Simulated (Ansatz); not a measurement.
Sn: experiment and calculation

**What was measured.**

“Unusual Valence State in the Antiperovskites Sr3SnO and Sr3PbO Revealed by X-ray Photoelectron Spectroscopy”, 2019, arxiv:1909.12270 quotes, for a bulk crystal of Sn: lattice constant a 6.489 Å.

How close the calculation comes is told below.

Theory: Ansatz, DFT r2SCAN, scalar-relativistic, plane waves, PAW.

Cutoff 500 eV; k points 12×12×12 on the computed 2-atom cell (Γ-centred); Gaussian smearing, width 0.10 eV; no spin polarisation.

Relaxed structure, symmetry kept:

```
Sn
1.0
     0.00000    3.28321    3.28321
     3.28321    0.00000    3.28321
     3.28321    3.28321    0.00000
Sn
2
Cartesian
  0.0000 0.0000 0.0000
  1.6416 1.6416 1.6416
```

| Property | Result |
| --- | --- |
| Space group | Fd-3m (No. 227) |
| Volume per atom | 35.39 Å³ |
| Formation energy from the elements' standard states (uncorrected) | 0.000 eV/atom |
| Generalised Kohn–Sham band gap | zero, with almost no states at the Fermi level |
| Density of states at the Fermi level | 0.00 states/eV per cell (so small that it hangs on the mesh: a semimetal, or crossings between mesh points) |
| Löwdin character within 0.5 eV of the Fermi level | Sn 5p 75 %, Sn 5s 23 % |
| Bulk modulus | 43 GPa |
| Its pressure derivative | 4.9 |
| Bader charges (e) | Sn (2 in the cell) 0.00 |

Against the measured lattice constant a of Sn, 6.489 Å (quoted in the paper above), the calculated 6.566 Å is off by +1.2 %. The calculation is for 0 K without zero-point motion.